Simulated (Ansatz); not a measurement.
# Quasiparticle gap of RbCl (Fm-3m), part 2 of 2

How far does one-shot GW move the PBE gap of RbCl (Fm-3m)?

Ansatz 0.2.0; PBE, then G0W0 on it, plane waves, PAW. Known limits of the many-body steps: finite bands, screening cutoff and k mesh; no spin-orbit coupling in G0W0.

So far. Step 2 (The PBE band structure): Over mesh and path the gap is 5.004 eV, direct, at k = Γ. Step 3 (The quasiparticle correction): Over all 8 irreducible mesh points the G0W0 gap is 7.738 eV, direct, at k = Γ. The PBE gap of this run on the mesh is 5.004 eV. The two states that bound the G0W0 gap lie that far apart at the start, so the correction of the gap is 7.738 − 5.004 = +2.734 eV. The start of this run differs from the step before in mesh (6×6×6 and 4×4×4).

In doubt: masses and optical values from hybrid runs of this build are listed as unsure (in some of the runs), which bears on the screening that GW takes from such a start.

### 4. Spin-orbit coupling in PBE

This run has two-component orbitals with spin-orbit coupling.

This step: DFT, PBE with spin-orbit coupling, plane waves, PAW; PAW set soft_1.

The input, input.yaml:

```yaml
crystal:
  lattice:
    - [0.0, 3.2895, 3.2895]
    - [3.2895, 0.0, 3.2895]
    - [3.2895, 3.2895, 0.0]
  atoms:
    - { symbol: Rb, position: [0.0, 0.0, 0.0] }
    - { symbol: Cl, position: [0.5, 0.5, 0.5] }
kpoints:
  mp_grid: { grid: [6, 6, 6] }
  band_path:
    path:
      - [0.0, 0.0, 0.0]
      - [0.5, 0.0, 0.5]
      - [0.625, 0.25, 0.625]
      - [0.375, 0.375, 0.75]
      - [0.5, 0.5, 0.5]
      - [0.5, 0.25, 0.75]
    npoints: 1
hamiltonian:
  xc: pbe
  pseudopotentials: { kind: paw_fr, azcp: { folder: soft_1 } }
scf:
  occupations: { method: fixed }
  n_extra_bands: 8
magnetization:
  noncollinear: true
  spin_orbit: true
output:
  eigenvalues: true
```

The run is started by

```sh
$ ansatz run input.yaml --threads 24 --pin off --max-ram 82944MiB --backend cuda --events-out ev --progress --plain --runs-dir out --devices 1 --max-vram 78GiB
```

Numbers of over 12 decimals in the logs are rounded to 6 here.

The log of the run:

```text
[...]
GPUs: using 1 of 1 available (devices: 1).
[...]
non-collinear run that drives no moment, with spin-orbit: no starting moment large enough to seed its density (crystal.atoms[].spin), no starting occupations that ask for one, no magnetisation constraint and no magnetic field, so the semilocal B_xc is pinned to zero
[...]
GPU FFT provider: cuFFT
GPU libraries: cuBLAS 13.8.1, cuFFT 12.4.0, cuSOLVER 12.3.2
[...]
Crystal: 2 atoms, lattice volume = 71.190 Å³
Basis set: ecut = 420 eV, 1411 PW (Γ)
Bands: 24, of which v1, the nominal top of the filled ones, is band 16 counted from 1 (15 counted from 0)
Symmetry: 48 space group operations + 48 with time reversal
[...]
k-points: 16 of 216
Projection manifold: j_resolved (fully-relativistic pseudo-atomic orbitals)
[...]
GPU buffer pool allocated for 32768 grid points (all kernels)
[...]
SCF iter   1: F=—  HF=-4351.962308 eV  |F-HF|=—  |Δ(HF+E_count)|=         —  Δρ=3.75e-2  dr2=1.79e0  dr2_m=0.00e0 (ungated)  ethr=3.10e-3  |M|=0.00e0 ∫|m|=0.00e0 μB  |m|>n=0.0e0 m-floor=0.0e0 τ_xc=0.0e0  β_m=0.30  ⟨swp⟩=6.0  Hψ=856  notcnv=0  defer=62
[...]
SCF iter   7: F=-4351.295161 eV  HF=-4351.295161 eV  |F-HF|=3.35e-9  |Δ(HF+E_count)|=   5.99e-8  Δρ=1.39e-6  dr2=1.03e-9  dr2_m=0.00e0 (ungated)  ethr=6.25e-10  |M|=0.00e0 ∫|m|=0.00e0 μB  |m|>n=0.0e0 m-floor=0.0e0 τ_xc=0.0e0  ⟨swp⟩=3.5  Hψ=592  notcnv=0
SCF 1 converged in 7 iterations: F = -4351.295161 eV  dr2 = 1.03e-9
[...]
SCF converged after 7 iterations
Magnetization: |M| = 0.0000 μB,  M = (+0.0000, +0.0000, +0.0000) μB
Absolute magnetization: 0.0000 μB (∫|m|)
  site 0: m = (+0.0000, +0.0000, +0.0000) μB, |m| = 0.0000 μB  (R = 1.36 Å)
  site 1: m = (+0.0000, +0.0000, +0.0000) μB, |m| = 0.0000 μB  (R = 1.36 Å)
Free energy (F): -4351.295161 eV
[...]
Internal energy: -4351.295161 eV  (E = F + TS)
E sigma→0 (E₀):  -4351.295161 eV
Fermi energy:    1.067576 eV
[...]
--- Band table (eV; the first three rows and the last of 16) ---
  k-point 0: bands = [... 12 lower, 1.0676, 1.0676, 1.0676, 1.0676, 6.0278, 6.0278, 9.0044, 9.0044, ... 4 higher]
  k-point 1: bands = [... 12 lower, 0.9140, 0.9140, 0.9761, 0.9761, 6.6486, 6.6486, 8.8386, 8.8386, ... 4 higher]
  k-point 2: bands = [... 12 lower, 0.7333, 0.7333, 0.8034, 0.8034, 7.9844, 7.9844, 8.8352, 8.8352, ... 4 higher]
  k-point 15: bands = [... 12 lower, 0.7485, 0.7485, 0.8568, 0.8568, 7.9249, 7.9249, 9.5792, 9.5792, ... 4 higher]
```

The job ended after 2.9 s (1 × NVIDIA GB200 (shared by 2 runs) with 24 threads of Arm Neoverse V2, shared host; peak memory 1.1 GiB).

This step gave:

```
gap                  : 4.960 eV
valence top at       : Γ
conduction bottom at : Γ
least direct gap     : 4.960 eV
```

Over mesh and listed points the gap is 4.960 eV, direct, at k = Γ. PBE+SOC against PBE: 4.960 − 5.004 = −0.044 eV, with the same mesh, set of files (read in its fully relativistic form for the spin-orbit run) and cutoff, and both edges at the same k points. The spin-orbit run sees mesh and listed points alone, so its gap is an upper bound: the coupling can move an edge off these points, and the change over the zone, its sign included where it is small, is not known.

### 5. Side by side

Each gap is the least one over the points named; times are wall times on shared hosts, not benchmarks. A G0W0 time includes the run's own self-consistent start. Runs with listed points see these and the mesh alone, so an edge that moves elsewhere is missed. Rows marked * are further runs, not shown as steps, whose inputs differ from the G0W0 step on the same start in the columns given; solver thresholds can differ too.

| level | mesh | files, cutoff | bands summed, screening | points | gap (eV) | valence top | conduction bottom | least direct gap (eV) | time |
| --- | --- | --- | --- | --- | --- | --- | --- | --- | --- |
| PBE | 6×6×6 | soft_1 PAW, 420 eV | - | mesh and path | 5.004 | Γ | Γ | 5.004 | 1.8 s |
| PBE+SOC | 6×6×6 | soft_1 PAW, 420 eV | - | mesh and listed points | 4.960 | Γ | Γ | 4.960 | 2.9 s |
| G0W0@PBE* | 4×4×4 | soft_1 PAW, 420 eV | 83, 60 eV | all 8 irreducible mesh points | 7.388 | Γ | Γ | 7.388 | 2.5 s |
| G0W0@PBE* | 4×4×4 | soft_1 PAW, 420 eV | 220, 120 eV | all 8 irreducible mesh points | 7.613 | Γ | Γ | 7.613 | 2.8 s |
| G0W0@PBE | 4×4×4 | soft_1 PAW, 420 eV | 465, 200 eV | all 8 irreducible mesh points | 7.738 | Γ | Γ | 7.738 | 4.7 s |
| G0W0@PBE* | 4×4×4 | soft_1 PAW, 420 eV | 220, 120 eV, plasmon pole | all 8 irreducible mesh points | 7.613 | Γ | Γ | 7.613 | 3.4 s |

### 6. What came out

- PBE gap over mesh and path: 5.004 eV, direct, at k = Γ
- G0W0@PBE gap over all 8 irreducible mesh points: 7.738 eV, direct, at k = Γ
- PBE+SOC gap over mesh and listed points: 4.960 eV
- GW settings: 4×4×4 mesh, 457 empty bands, screening to 200 eV, PAW set soft_1 files
- known limits: finite bands, screening cutoff and k mesh; no spin-orbit coupling in G0W0

**Reading.** Over all 8 irreducible mesh points the G0W0 gap is 7.738 eV, direct, at k = Γ. The PBE gap of this run on the mesh is 5.004 eV. The two states that bound the G0W0 gap lie that far apart at the start, so the correction of the gap is 7.738 − 5.004 = +2.734 eV. The valence state moves by −1.139 − 1.024 = −2.163 eV and the conduction state by 6.599 − 6.028 = +0.571 eV, on the run's own scale; with 83 bands the edge states move by −1.675 and +0.709 eV, so the split between the edges depends on the bands and cutoff. Both edges that PBE shows over mesh and path lie at k points where levels were corrected. Levels at other points were not corrected, so a lower G0W0 gap elsewhere in the zone is not ruled out. From 83 bands and 60 eV to 465 bands and 200 eV the gap moves by 7.738 − 7.388 = +0.350 eV (rung by rung 7.388, 7.613, 7.738 eV); bands and screening cutoff rise together, so their parts are not told apart. A line in one over the bands through the two highest rungs gives 7.738 + (7.738 − 7.613) × 220 / (465 − 220) = 7.850 eV, and through the pair below 7.613 + (7.613 − 7.388) × 83 / (220 − 83) = 7.749 eV. The two differ by 0.101 eV, not under the 0.030 eV asked, so the law does not hold well over these rungs and the limit is not known. With the plasmon pole model in place of the contour deformation model and all else as in the G0W0@PBE row with 220 bands, the gap differs by 7.613 − 7.613 = +0.000 eV. G0W0 on other starts in this series, not shown as steps and not all at these settings: 8.212 eV on HSE06 (4×4×4, soft_1 PAW, 220 bands, 120 eV) and 7.465 eV on LDA (4×4×4, soft_1 PAW, 220 bands, 120 eV). PBE+SOC against PBE: 4.960 − 5.004 = −0.044 eV, with the same mesh, set of files (read in its fully relativistic form for the spin-orbit run) and cutoff, and both edges at the same k points. The spin-orbit run sees mesh and listed points alone, so its gap is an upper bound: the coupling can move an edge off these points, and the change over the zone, its sign included where it is small, is not known. What spin-orbit coupling does to the G0W0 levels was not computed, so no sum with the G0W0 gap is formed. The G0W0 runs are scalar-relativistic. No pair of G0W0 runs that differ in the mesh alone is shown (4×4×4 is a supercell whose nearest images lie 19 Å apart), so the error from the mesh is not known here. G0W0@PBE runs of this series with other atomic data on the same mesh, not shown as steps, give 7.616 eV (hard PAW, 660 eV, 220 bands, screening to 120 eV; the table's row with the same empty bands and screening cutoff has 7.613 eV); where bands and cutoffs differ too, the part of the files is not isolated.

[Paths, hosts, dates, memory and timing lines, banners, echoed tables and standing remarks are left out of the program output.]

[Logs are printed without paths, hosts, clocks, repeated set-up lines and the standing remarks that a program may print on its own settings, such as how far it seeks lower states.]

[Runs of the session that timed out or met a known fault of the program may be left out.]

[Cells called generated may have been cut or substituted from an entry of the Crystallography Open Database or the Materials Project.]

[Hosts, paths, dates, database ids (printed as entryN), source tags and the programs' standing remarks are cut or masked in the printed files.]

[Where an RPA ε∞ is given, it is that of the G0W0 mesh and is not shown converged in it. Names of k-points follow the symmetry that the program found, which can be lower than the space group named. Band edges on a path are those of the sampled points; other points can move an edge, and change direct to indirect where valleys lie close.]

[Hybrid gaps are those of their k-mesh and are not shown converged in it.]
